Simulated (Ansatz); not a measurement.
# MoP4: straining the crystal, biaxial strain in the a-b plane

An exercise on one series of results from a longer session: the logs are not shown, and one member is left open.

Program: Ansatz 0.2.0. Level of theory: DFT PBEsol, scalar-relativistic, plane waves, PAW. These are calculated values, not measurements.

3 further runs of the same task are left out: 3 set aside as unsound or not needed.

## The starting structure

It takes space group C2/c (No. 15, monoclinic). The conventional cell has a = 5.294 Å, b = 11.114 Å, c = 5.778 Å, α = 90.00°, β = 110.51°, γ = 90.00°. Around Mo (site symmetry 2) lie 6 P at 2.38 to 2.45 Å. P (site symmetry 1) has 2 P at 2.20 to 2.23 Å and 2 Mo at 2.38 to 2.45 Å in its first shell of neighbours. P (site symmetry 1) has 3 P at 2.21 to 2.23 Å and 1 Mo at 2.42 Å in its first shell of neighbours.

Structure file:

```
Mo P
1.0
     2.64689   -5.55722    0.00483
     2.64689    5.55722    0.00483
    -2.03419    0.00000    5.40800
Mo P
2 8
Direct
  0.94205 0.05795 0.25000
  0.05795 0.94205 0.75000
  0.18295 0.37419 0.68200
  0.62581 0.81705 0.81800
  0.81705 0.62581 0.31800
  0.37419 0.18295 0.18200
  0.05688 0.49731 0.19006
  0.50269 0.94312 0.30994
  0.94312 0.50269 0.80994
  0.49731 0.05688 0.69006
```

It is the result of an earlier relaxation at this level (volume 15.92 Å³/atom; gap on the mesh: none (metal)).

The unstrained cell comes from an earlier run at this level (10 atoms, E(σ→0) -15719.4247 eV, gap none (metal)).

The first run:

File input.yaml:

```yaml
crystal:
  lattice:
    - [2.6204211272, -5.5016448934, 0.0047858061]
    - [2.6204211272, 5.5016448934, 0.0047858061]
    - [-2.0140104165, 0.0, 5.4405111479]
  atoms:
    - { symbol: Mo, position: [0.9420458152, 0.0579541848, 0.25] }
    - { symbol: Mo, position: [0.0579541848, 0.9420458152, 0.75] }
    - { symbol: P, position: [0.1829539972, 0.3741936485, 0.6819998545] }
    - { symbol: P, position: [0.6258063515, 0.8170460028, 0.8180001455] }
    - { symbol: P, position: [0.8170460028, 0.6258063515, 0.3180001455] }
    - { symbol: P, position: [0.3741936485, 0.1829539972, 0.1819998545] }
    - { symbol: P, position: [0.0568821514, 0.4973146812, 0.1900550198] }
    - { symbol: P, position: [0.5026853188, 0.9431178486, 0.3099449802] }
    - { symbol: P, position: [0.9431178486, 0.5026853188, 0.8099449802] }
    - { symbol: P, position: [0.4973146812, 0.0568821514, 0.6900550198] }
basis:
  ecutwfc: 420
kpoints:
  mp_grid: { grid: [8, 8, 8] }
hamiltonian:
  xc: pbesol
scf:
  occupations: { method: gaussian, width: 0.1 }
output:
  forces: true
  stress: true
  eigenvalues: true
relax:
  adjacent_minimum: "off"
  f_tol: 0.008
  max_steps: 40
  cell: { stress_tol: 0.015, fix: [a, b, gamma] }
```

On the command line:

```console
$ ansatz run input.yaml --threads 2 --pin off --max-ram 5120MiB --backend cpu --events-out ev --progress --plain --runs-dir out
```

Among the steps run: The cell strained by -1.0 %; Strain +1.0 %; At -2.0 %; Strain +2.0 %.

One table of the session follows, with a row left open; its other results are not shown here.

It belongs to the step «Energy and stress against strain (a metal throughout)». Lengths are those of the vectors of the cell that was run; stresses in GPa:

```
strain (%)  ΔE (meV/atom)  a (Å)  b (Å)  c (Å)
      -2.0           17.7  6.032  6.032  5.801
      -1.0            4.3  6.094  6.094  5.789
      +0.0            0.0  6.155  6.155  5.778
      +1.0              ?      ?      ?      ?
      +2.0           15.6  6.278  6.278  5.758
```

**Question.** Estimate the row for strain (%) = +1.0.

Worked estimate for «ΔE (meV/atom)». A straight line through the neighbours (0.0, 0.0) and (2.0, 15.6) gives 0.0 + (15.6 − 0.0) × (1.0 − 0.0) / (2.0 − 0.0) = 7.8; a parabola fitted to 3 rows on both sides gives 3.8.

The run gave: ΔE (meV/atom): 4.0; a (Å): 6.217; b (Å): 6.217; c (Å): 5.768. In «ΔE (meV/atom)» the line misses by +3.8 and the parabola by -0.2.

ΔE is over the unstrained cell. Stress in GPa, positive in compression, on the Cartesian axes of the input. 
